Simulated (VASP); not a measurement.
# Zr (Im-3m) in VASP: settings compared

One crystal, Zr, is run at these levels: PBEsol+D3, PBEsol+D3(BJ), PW91; tasks: relaxation of cell and atoms.

Program: VASP 6.6.1. These are calculated values, not measurements. Logs are shortened: lines on timing, memory, paths and dates and some standing lists are left out, and cuts for length are marked.

## (1) The crystal as given

It takes space group Im-3m (No. 229, cubic). The conventional cell has a = 3.620 Å, b = 3.620 Å, c = 3.620 Å, α = 90.00°, β = 90.00°, γ = 90.00°. Zr (site symmetry m-3m) has 8 Zr at 3.14 Å as nearest neighbours.

This isn't the form of Zr at room conditions, which is hcp.

## (2) Relaxation of cell and atoms, PBEsol+D3

Input file INCAR:

```
PREC = Accurate
ENCUT = 600
EDIFF = 1E-6
ISMEAR = -1
SIGMA = 0.05
LREAL = False
LASPH = True
NELM = 100
ALGO = Fast
ISIF = 3
LWAVE = False
LCHARG = False
GGA = PS
IVDW = 11
IBRION = 2
NSW = 40
EDIFFG = -0.01
```

Input file KPOINTS:

```
regular mesh
0
Gamma
  10 10 10
```

Input file POSCAR:

```
Zr
1.0
   -1.8100000000      1.8100000000      1.8100000000
    1.8100000000     -1.8100000000      1.8100000000
    1.8100000000      1.8100000000     -1.8100000000
Zr
1
Direct
    0.0000000000      0.0000000000      0.0000000000
```

Potentials or basis: VASP PAW PBE potentials, release 64 (Zr_sv).

The run is started by

```bash
cat potpaw_PBE.64/Zr_sv/POTCAR > POTCAR
mpirun -np 1 vasp_std > vasp.out
```

OUTCAR:

```text
PREC = Accurate
   ENCUT = 600
   EDIFF = 1E-6
   ISMEAR = -1
   LREAL = False
   LASPH = True
   NELM = 100
   ISIF = 3
   GGA = PS
   IVDW = 11
   IBRION = 2
   NSW = 40
   EDIFFG = -0.01
 IVDW          = 11

 ion  position               nearest neighbor table
   1  0.000  0.000  0.000-

  LATTYP: Found a body centered cubic cell.
 ALAT       =     3.6200000000

  Lattice vectors:

 A1 = (  -1.8100000000,   1.8100000000,   1.8100000000)
 A2 = (   1.8100000000,  -1.8100000000,   1.8100000000)
 A3 = (   1.8100000000,   1.8100000000,  -1.8100000000)

Analysis of symmetry for initial positions (statically):
=====================================================================
 Subroutine PRICEL returns:
 Original cell was already a primitive cell.

 Routine SETGRP: Setting up the symmetry group for a
 body centered cubic supercell.

 Subroutine GETGRP returns: Found 48 space group operations
 (whereof 48 operations were pure point group operations)
 out of a pool of 48 trial point group operations.

The static configuration has the point symmetry O_h .

Analysis of symmetry for dynamics (positions and initial velocities):
=====================================================================
 Subroutine PRICEL returns:
 Original cell was already a primitive cell.

 Routine SETGRP: Setting up the symmetry group for a
 body centered cubic supercell.

 Subroutine GETGRP returns: Found 48 space group operations
 (whereof 48 operations were pure point group operations)
 out of a pool of 48 trial point group operations.

The dynamic configuration has the point symmetry O_h .

 Subroutine INISYM returns: Found 48 space group operations
 (whereof 48 operations are pure point group operations),
 and found     1 'primitive' translations

----------------------------------------------------------------------------------------

                                     Primitive cell

  volume of cell :      23.7190

  direct lattice vectors                    reciprocal lattice vectors
    -1.810000000  1.810000000  1.810000000     0.000000000  0.276243094  0.276243094
     1.810000000 -1.810000000  1.810000000     0.276243094  0.000000000  0.276243094
     1.810000000  1.810000000 -1.810000000     0.276243094  0.276243094  0.000000000

  length of vectors
     3.135011962  3.135011962  3.135011962     0.390666730  0.390666730  0.390666730

  position of ions in fractional coordinates (direct lattice)
     0.000000000  0.000000000  0.000000000

  ion indices of the primitive-cell ions
   primitive index   ion index
                 1           1

----------------------------------------------------------------------------------------

 KPOINTS: regular mesh

Automatic generation of k-mesh.
 Grid dimensions read from file:
 generate k-points for:   10   10   10

 Generating k-lattice:

  Cartesian coordinates                     Fractional coordinates (reciprocal lattice)
     0.000000000  0.027624309  0.027624309     0.100000000  0.000000000  0.000000000
     0.027624309  0.000000000  0.027624309     0.000000000  0.100000000  0.000000000
     0.027624309  0.027624309  0.000000000     0.000000000  0.000000000  0.100000000

  Length of vectors
     0.039066673  0.039066673  0.039066673

  Shift w.r.t. Gamma in fractional coordinates (k-lattice)
     0.000000000  0.000000000  0.000000000

 Subroutine IBZKPT returns following result:
 ===========================================

 Found     47 irreducible k-points:

 Following reciprocal coordinates:
            Coordinates               Weight
  0.000000  0.000000  0.000000      1.000000
  0.100000  0.000000  0.000000     12.000000
  0.200000  0.000000  0.000000     12.000000
  0.300000  0.000000  0.000000     12.000000
  0.400000  0.000000  0.000000     12.000000
  0.500000  0.000000  0.000000      6.000000
[... 16 lines left out ...]
  0.300000  0.300000  0.100000      8.000000
 -0.300000  0.300000  0.100000     24.000000
 [... further k-points ...]
   k-points           NKPTS =     47   k-points in BZ     NKDIM =     47   number of bands    NBANDS=     10
   number of dos      NEDOS =    301   number of ions     NIONS =      1
   total plane-waves  NPLWV =  21952
   dimension x,y,z NGX =    28 NGY =   28 NGZ =   28
   dimension x,y,z NGXF=    56 NGYF=   56 NGZF=   56
   ions per type =               1
   NGX,Y,Z   is equivalent  to a cutoff of  14.85, 14.85, 14.85 a.u.
   NGXF,Y,Z  is equivalent  to a cutoff of  29.70, 29.70, 29.70 a.u.
 SYSTEM =  unknown system
   PREC   = accura    normal or accurate (medium, high low for compatibility)
   ISTART =      0    job   : 0-new  1-cont  2-samecut
   ICHARG =      2    charge: 1-file 2-atom 10-const
   ISPIN  =      1    spin polarized calculation?
   LNONCOLLINEAR =      F non collinear calculations
   LSORBIT =      F    spin-orbit coupling
   LASPH  =      T    aspherical Exc in radial PAW
   ENCUT  =  600.0 eV  44.10 Ry    6.64 a.u.   6.26  6.26  6.26*2*pi/ulx,y,z
   NELM   =    100;   NELMIN=  2; NELMDL= -5     # of ELM steps
   EDIFF  = 0.1E-05   stopping-criterion for ELM
   LREAL  =      F    real-space projection
   EDIFFG = -.1E-01   stopping-criterion for IOM
   NSW    =     40    number of steps for IOM
   IBRION =      2    ionic relax: 0-MD 1-quasi-New 2-CG
   NFREE  =      1    steps in history (QN), initial steepest desc. (CG)
   ISIF   =      3    stress and relaxation
   ISYM   =      2    0-nonsym 1-usesym 2-fastsym
   POTIM  = 0.5000    time-step for ionic-motion
   TEBEG  =    0.0;   TEEND  =   0.0 temperature during run
   PSTRESS=    0.0 pullay stress
   NELECT =      12.0000    total number of electrons
   NUPDOWN=      -1.0000    fix difference up-down
   EMIN   =  10.00;   EMAX   =-10.00  energy-range for DOS
   EFERMI =   0.00;   METHOD = LEGACY
   ISMEAR =    -1;   SIGMA  =   0.05  broadening in eV -4-tet -1-fermi 0-gaus
   EFERMI_NEDOS =   21; number of points for ismear=-14 and -15
   IALGO  =     68    algorithm
   IMIX   =      4    mixing-type and parameters
     AMIX     =   0.40;   BMIX     =  1.00
     AMIX_MAG =   1.60;   BMIX_MAG =  1.00
  volume/ion in A,a.u.               =      23.72       160.06
  Fermi-wavevector in a.u.,A,eV,Ry     =   1.304478  2.465105 23.152520  1.701662
  Thomas-Fermi vector in A             =   2.435411
   LORBIT       =      0    0 simple, 1 ext, 2 COOP (PROOUT), +10 PAW based schemes
   GGA     = PS    functional components
   LHFCALC =     F    Hartree Fock is set to
   AEXX    =    0.0000 exact exchange contribution
   IVDW    =    11    specifies the selected vdW correction
   LEPSILON=     F    determine dielectric tensor
   LRPA    =     F    only Hartree local field effects (RPA)
 conjugate gradient relaxation of ions
 non-spin polarized calculation
 RMM-DIIS sequential band-by-band and
  energy-cutoff  :      600.00
  volume of cell :       23.72
 maximum number of plane-waves:       802
 NGX is ok and might be reduce to    28
   NGX = 13   NGY = 13   NGZ = 13

--------------------------------------- Ionic step        1  -------------------------------------------

 number of electron      12.0000000 magnetization

 Free energy of the ion-electron system (eV)
  ---------------------------------------------------
  ext. energy  EPLUGINS =         0.00000000
  ---------------------------------------------------
  free energy    TOTEN  =        -8.98339695 eV

  energy without entropy =       -8.96721652  energy(sigma->0) =       -8.97530674

------------------------ aborting loop because EDIFF is reached ----------------------------------------

 Edisp (eV)   -0.31689

 E8    (eV) :    -0.2067

  FORCE on cell =-STRESS in cart. coord.  units (eV):
  Direction    XX          YY          ZZ          XY          YZ          ZX
  --------------------------------------------------------------------------------------
  -------------------------------------------------------------------------------------
  Total      -1.44745    -1.44745    -1.44745     0.00000    -0.00000     0.00000
  in kB     -97.77262   -97.77262   -97.77262     0.00000    -0.00000     0.00000
  external pressure =      -97.77 kB  Pullay stress =        0.00 kB
[... 20 lines left out ...]
  energy  without entropy=       -9.2841106444  energy(sigma->0) =       -9.29220086

--------------------------------------- Ionic step        2  -------------------------------------------

 number of electron      12.0000000 magnetization

 E-fermi :  10.8975     XC(G=0): -12.1378

 val. band max:       10.8143135241   @ k =   0.1000   0.1000   0.1000
 cond. band min:      10.9024695257   @ k =  -0.3000   0.3000   0.1000
 fundamental gap:      0.0881560017
 Fermi energy:        10.8975220390

 k-point     1 :       0.0000    0.0000    0.0000
  band No.  band energies     occupation
      1     -37.1472      2.00000
      2     -14.2764      2.00000
      3     -14.2764      2.00000
      4     -14.2764      2.00000
      5       5.3401      2.00000
      6      12.1251      0.00000
      7      12.1251      0.00000
      8      12.1251      0.00000
      9      15.1860      0.00000
     10      15.1860      0.00000
[... 335 lines left out ...]
  energy  without entropy=       -9.3361608804  energy(sigma->0) =       -9.34037400

--------------------------------------- Ionic step        3  -------------------------------------------

 number of electron      12.0000000 magnetization

 Free energy of the ion-electron system (eV)
  ---------------------------------------------------
  ext. energy  EPLUGINS =         0.00000000
  ---------------------------------------------------
  free energy    TOTEN  =        -9.01886605 eV

  energy without entropy =       -9.00630199  energy(sigma->0) =       -9.01258402

 E-fermi :   9.8270     XC(G=0): -11.7024

 val. band max:        9.8129744346   @ k =   0.1000   0.1000   0.1000
 cond. band min:       9.8967763753   @ k =  -0.3000   0.3000   0.1000
 fundamental gap:      0.0838019407
 Fermi energy:         9.8270357084

 k-point     1 :       0.0000    0.0000    0.0000
  band No.  band energies     occupation
      1     -38.3622      2.00000
      2     -15.7084      2.00000
      3     -15.7084      2.00000
      4     -15.7084      2.00000
      5       4.2912      2.00000
      6      10.9930      0.00000
      7      10.9930      0.00000
      8      10.9930      0.00000
      9      13.7845      0.00000
     10      13.7845      0.00000
[... 331 lines left out ...]
  FREE ENERGIE OF THE ION-ELECTRON SYSTEM (eV)
  ---------------------------------------------------
  free  energy   TOTEN  =        -9.3970213802 eV

  energy  without entropy=       -9.3844573203  energy(sigma->0) =       -9.39073935

 reached required accuracy - stopping structural energy minimisation
```

Wall time 70 s (1 thread of Intel Xeon Platinum 8488C (Sapphire Rapids), shared host); peak memory 0.17 GiB.

Results:

| Property | Result |
| --- | --- |
| Free energy | -9.3970 eV |
| Relaxed volume | 20.88 Å³/atom |
| Relaxed cell | a = 3.005 Å, b = 3.005 Å, c = 3.005 Å, α = 109.47°, β = 109.47°, γ = 109.47° |
| Space group after relaxing (to 0.05 Å) | Im-3m (No. 229) |
| Energy gained by relaxing | 96.7 meV/atom |
| Ionic steps | 3 |
| Pressure after relaxing | 0.0 GPa |
| Band gap on the k mesh | none (metal or under the smearing width) |
| Dispersion energy per atom | -0.378 eV |

The path:
| step | energy change (eV) | largest force (eV/Å) | pressure (GPa) | volume (Å³) |
| --- | --- | --- | --- | --- |
| 1 | 0.0000 | 0.0000 | -9.78 | 23.72 |
| 2 | -0.0443 | 0.0000 | 10.11 | 19.09 |
| 3 | -0.0967 | 0.0000 | -0.02 | 20.88 |

Final structure:
```xyz
1
Lattice="-1.7348 1.7348 1.7348 1.7348 -1.7348 1.7348 1.7348 1.7348 -1.7348" Properties=species:S:1:pos:R:3 pbc="T T T"
Zr    0.0000    0.0000    0.0000
```

Caveat: the PAW data sets were made with another functional, which shifts forces and pressure a little; the volume moved by -12 % from the deposited cell, more than functionals usually miss; pairwise dispersion overbinds metals, which lowers pressure and volume.

## (3) Relaxation of cell and atoms, PBEsol+D3(BJ)

Input file INCAR:

```
SYSTEM = Zr
ALGO     = Fast           ! electronic algorithm
EDIFF    = 1E-6           ! SCF threshold, eV
EDIFFG   = -0.005         ! ionic threshold
ENCUT    = 600            ! plane-wave cutoff, eV
GGA      = PS             ! functional
IBRION   = 2              ! ionic algorithm
ISIF     = 3              ! what is computed and relaxed
ISMEAR   = -1             ! smearing method
IVDW     = 12             ! dispersion correction
LASPH    = .True.         ! aspherical terms in the spheres
LCHARG   = .False.        ! write CHGCAR
LREAL    = .False.        ! projectors in reciprocal space
LWAVE    = .False.        ! write WAVECAR
NELM     = 80             ! most SCF steps
NSW      = 40             ! ionic steps
PREC     = Accurate       ! precision mode
SIGMA    = 0.05           ! smearing width, eV
```

Input file KPOINTS:

```
k-points
0
Gamma
  10 10 10
  0 0 0
```

POSCAR is that of step 2.

Potentials or basis: VASP PAW PBE potentials, release 64 (Zr_sv).

The run is started by

```bash
cat potpaw_PBE.64/Zr_sv/POTCAR > POTCAR
mpirun -np 1 vasp_std > vasp.out
```

It took 94 s on 1 thread of Intel Xeon Platinum 8488C (Sapphire Rapids), shared host; peak memory 0.18 GiB.

It converged, with:

| Property | Result |
| --- | --- |
| Free energy | -9.6624 eV |
| Relaxed volume | 20.70 Å³/atom |
| Relaxed cell | a = 2.996 Å, b = 2.996 Å, c = 2.996 Å, α = 109.47°, β = 109.47°, γ = 109.47° |
| Space group after relaxing (to 0.05 Å) | Im-3m (No. 229) |
| Energy gained by relaxing | 113.9 meV/atom |
| Ionic steps | 6 |
| Pressure after relaxing | 0.0 GPa |
| Band gap on the k mesh | none (metal or under the smearing width) |
| Dispersion energy per atom | -0.649 eV |

The path:
```tsv
step	energy change (eV)	largest force (eV/Å)	pressure (GPa)	volume (Å³)
1	0.0000	0.0000	-10.81	23.72
2	-0.0401	0.0000	12.53	18.64
3	-0.1139	0.0000	-0.08	20.71
4	-0.1139	0.0000	0.19	20.65
5	-0.1139	0.0000	-0.13	20.72
6	-0.1139	0.0000	0.00	20.70
```

Final structure:
```xyz
1
Lattice="-1.7296 1.7296 1.7296 1.7296 -1.7296 1.7296 1.7296 1.7296 -1.7296" Properties=species:S:1:pos:R:3 pbc="T T T"
Zr    0.0000    0.0000    0.0000
```

Levels at points of the mesh, in eV from the Fermi level:
```tsv
k point	band 3	band 4	band 5	band 6	band 7	band 8	band 9	band 10
(0.00, 0.00, 0.00)	-25.50	-25.50	-5.54	1.17	1.17	1.17	3.99	3.99
(0.50, 0.00, 0.00)	-25.94	-25.52	-3.14	-0.90	2.16	4.05	4.82	7.29
(0.50, 0.50, 0.50)	-26.45	-26.45	-3.06	-3.06	6.47	6.47	6.47	8.33
```

Caveat: the PAW data sets were made with another functional, which shifts forces and pressure a little; the volume moved by -13 % from the deposited cell, more than functionals usually miss; pairwise dispersion overbinds metals, which lowers pressure and volume.

## (4) Relaxation of cell and atoms, PW91

Input file INCAR:

```
SYSTEM = Zr
PREC = Accurate
ENCUT = 600
EDIFF = 1E-6
ISMEAR = -1
SIGMA = 0.05
LREAL = .FALSE.
LASPH = .TRUE.
NELM = 100
ALGO = Normal
ISIF = 3
LWAVE = .FALSE.
LCHARG = .FALSE.
GGA = 91
IBRION = 2
NSW = 60
EDIFFG = -0.02
```

Input file KPOINTS:

```
Automatic mesh
0
G
  10 10 10
  0 0 0
```

POSCAR is that of step 3.

The run is started by

```bash
cat potpaw_PBE.64/Zr_sv/POTCAR > POTCAR
mpirun -np 1 vasp_std > vasp.out
```

Wall time 17 s (1 thread of Intel Xeon 6975P-C (Granite Rapids), shared host); peak memory 0.17 GiB.

Results (log left out):

```yaml
Free_energy: -8.4267 eV
Relaxed_volume: 22.66 Å³/atom
Relaxed_cell: a = 3.088 Å, b = 3.088 Å, c = 3.088 Å, α = 109.47°, β = 109.47°, γ = 109.47°
Space_group_after_relaxing_to_0.05_Å: Im-3m (No. 229)
Energy_gained_by_relaxing: 12.6 meV/atom
Ionic_steps: 3
Pressure_after_relaxing: 0.0 GPa
Band_gap_on_the_k_mesh: none (metal or under the smearing width)
```

The path:
| step | energy change (eV) | largest force (eV/Å) | pressure (GPa) | volume (Å³) |
| --- | --- | --- | --- | --- |
| 1 | 0.0000 | 0.0000 | -3.66 | 23.72 |
| 2 | -0.0053 | 0.0000 | 3.20 | 21.91 |
| 3 | -0.0126 | 0.0000 | -0.02 | 22.66 |

Final structure:
```cif
data_structure
_symmetry_space_group_name_H-M 'P 1'
_symmetry_Int_Tables_number 1
_cell_length_a 3.0878
_cell_length_b 3.0878
_cell_length_c 3.0878
_cell_angle_alpha 109.471
_cell_angle_beta 109.471
_cell_angle_gamma 109.471
_cell_volume 22.66
loop_
_atom_site_label
_atom_site_type_symbol
_atom_site_fract_x
_atom_site_fract_y
_atom_site_fract_z
_atom_site_occupancy
Zr1 Zr 0.00000 0.00000 0.00000 1
```

Levels at points of the mesh, in eV from the Fermi level:
```tsv
k point	band 3	band 4	band 5	band 6	band 7	band 8	band 9	band 10
(0.00, 0.00, 0.00)	-25.91	-25.91	-5.40	1.08	1.08	1.08	3.62	3.62
(0.50, 0.00, 0.00)	-26.24	-25.92	-2.88	-0.76	1.72	3.62	4.31	6.44
(0.50, 0.50, 0.50)	-26.63	-26.63	-2.68	-2.68	5.75	5.75	5.75	7.60
```

Caveat: the PAW data sets were made with another functional, which shifts forces and pressure a little.

## (5) Overview

| level | gap on the mesh (eV) | pressure (GPa) | relaxed volume (Å³/atom) |
| --- | --- | --- | --- |
| PBEsol+D3 | none | 0.0 | 20.88 |
| PBEsol+D3(BJ) | none | 0.0 | 20.70 |
| PW91 | none | 0.0 | 22.66 |

Alike in all rows: task relaxation of cell and atoms; potentials or basis VASP PAW PBE potentials, release 64 (Zr_sv); no spin polarisation; cell relaxed; k mesh 10 × 10 × 10; cutoff (eV) 600; smearing fermi-dirac 0.05 eV.

Caveats: the PAW data sets were made with another functional, which shifts forces and pressure a little; pairwise dispersion overbinds metals, which lowers pressure and volume (some runs); the volume moved by -12 % from the deposited cell, more than functionals usually miss (some runs); the volume moved by -13 % from the deposited cell, more than functionals usually miss (some runs).

Absolute energies hang on the potentials; compare differences alone.
